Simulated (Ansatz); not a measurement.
Pb, 1 atom in the cell. It takes space group Fm-3m (No. 225, cubic). The conventional cell has a = 4.950 Å, b = 4.950 Å, c = 4.950 Å, α = 90.00°, β = 90.00°, γ = 90.00°. Pb (site symmetry m-3m) has 12 Pb at 3.50 Å as nearest neighbours. 

- Program: Ansatz 0.2.0
- Task: band structure
- Functional: PBE
- Potentials or basis: PseudoDojo standard (PBE files)
- Cutoff: 850 eV
- Density cutoff: 3400 eV
- k mesh: 9 × 9 × 9
- Occupations: fermi-dirac, width 0.05 eV
- Spin: no spin polarisation
- Path: [["G", "X", "W", "K", "G", "L", "U", "W", "L", "K"], ["U", "X"]]
- Points for each segment of the path: 14

Potentials or basis: PseudoDojo standard (PBE files).

Command:

```console
$ ansatz run input.yaml --threads 2 --pin off --max-ram 5632MiB --backend cpu --events-out ev --progress --plain --runs-dir out
```

Hardware: 2 threads of Arm Neoverse V2, with other jobs on the host.

Question: How long does it take, and how much memory?

Answer: It took 2.4 s on 2 threads of Arm Neoverse V2, with other jobs on the host, peak memory 0.32 GiB. Counts: scf iterations 6, plane waves 1687, k points 35, bands 13.
